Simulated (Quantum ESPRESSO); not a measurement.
Ge:

```
CELL_PARAMETERS angstrom
0.00000 2.82891 2.82891
2.82891 0.00000 2.82891
2.82891 2.82891 0.00000
ATOMIC_POSITIONS crystal
Ge 0.75000 0.75000 0.75000
Ge 0.50000 0.50000 0.50000
```

Base run:

```yaml
Program: Quantum ESPRESSO 7.5
Functional: PW86PBE
Potentials_or_basis: PseudoDojo 0.4.1 SR PBE standard
Cutoff: 1061 eV
Density_cutoff: 4245 eV
k_mesh: 8 × 8 × 8
Occupations: fermi-dirac, width 0.05 eV
Spin: no spin polarisation
```

Its results: band gap on the k mesh none (metal or under the smearing width); pressure 5.9 GPa.

Task: After a change of settings the same cell gave: band gap on the k mesh none (metal or under the smearing width); pressure -2.6 GPa. Which change was it?
A. functional from PW86PBE to Q2D
B. functional from PW86PBE to rPW86PBE; dispersion from none to rVV10
C. functional from PW86PBE to EV93

Result: A.

Caveats: the potentials were made for another functional, which shifts forces and pressure; this crystal is a semiconductor, whose small gap the functional closes, so the metal is an error of the method.
